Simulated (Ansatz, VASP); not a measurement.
## Fe in VASP and in Ansatz

File INCAR:

```
PREC = Accurate
ENCUT = 520
EDIFF = 1E-7
ISMEAR = -1
SIGMA = 0.05
LREAL = False
LASPH = True
NELM = 150
ALGO = Fast
ISIF = 2
LWAVE = False
LCHARG = False
ISPIN = 2
MAGMOM = 3
LORBIT = 11
LMAXMIX = 4
GGA = PE
NBANDS = 14
```

KPOINTS

```
regular mesh
0
Gamma
  11 11 11
```

The input POSCAR:

```
Fe
1.0
   -1.4141400000      1.4141400000      1.4430000000
    1.4141400000     -1.4141400000      1.4430000000
    1.4141400000      1.4141400000     -1.4430000000
Fe
1
Direct
    0.0000000000      0.0000000000      0.0000000000
```

Contents of input.yaml:

```yaml
crystal:
  lattice:
    - [-1.41414, 1.41414, 1.443]
    - [1.41414, -1.41414, 1.443]
    - [1.41414, 1.41414, -1.443]
  atoms:
    - { symbol: Fe, position: [0.0, 0.0, 0.0], spin: 3.0 }
hamiltonian:
  xc: pbe
  pseudopotentials: { kind: paw }
magnetization:
  spin_polarized: true
kpoints:
  mp_grid: { grid: [11, 11, 11] }
  band_path:
    path:
      - [[0.0, 0.0, 0.0], [0.0, 0.0, 0.5], [-0.4802, 0.4802, 0.5], [-0.4901, 0.4901, 0.4901], [0.0, 0.0, 0.0], [0.5, 0.5, -0.5], [0.4901, 0.5099, -0.4901], [0.0, 0.5, 0.0], [0.25, 0.25, 0.25], [0.5, 0.5, -0.4802], [0.5, 0.5, -0.5]]
      - [[0.0, 0.0, 0.5], [0.25, 0.25, 0.25]]
    npoints: 14
scf:
  occupations: { method: fermi_dirac, width: 0.05 }
  n_extra_bands: 6
output:
  forces: true
  stress: true
  eigenvalues: true
  fatbands: false
  write_density: true
  write_potential: true
  elf: true
  volumetric_format: npy
```

Alike in both runs: functional PBE; k mesh 11 × 11 × 11; occupations fermi-dirac, width 0.05 eV; collinear spin.

|  | VASP | Ansatz |
| --- | --- | --- |
| version | VASP 6.6.1 | Ansatz 0.2.0 |
| potentials or method | VASP PAW PBE potentials, release 64 (Fe) | Ansatz PAW |
| plane-wave cutoff (eV) | 520 | 420 |
| valence electrons in the cell | 8 | 16 |
| task | single point | band structure |

|  | VASP | Ansatz | Ansatz less VASP |
| --- | --- | --- | --- |
| gap on the k mesh at the Fermi level (eV) | none | none | - |
| pressure (GPa) | -2.5 | -2.3 | +0.19 |
| largest component of the traceless stress (GPa) | 1.83 | 1.76 | -0.066 |
| net moment per atom (μB) | 2.24 | 2.23 | -0.012 |
| size of the moment on the site where the two differ most (μB) | 2.24 | 2.28 | +0.037 |

Site moments also hang on the region over which each program counts them. A gap of «none» marks a metal or a gap that the smearing closes. The two sets of potentials don't hold the same shells in valence.
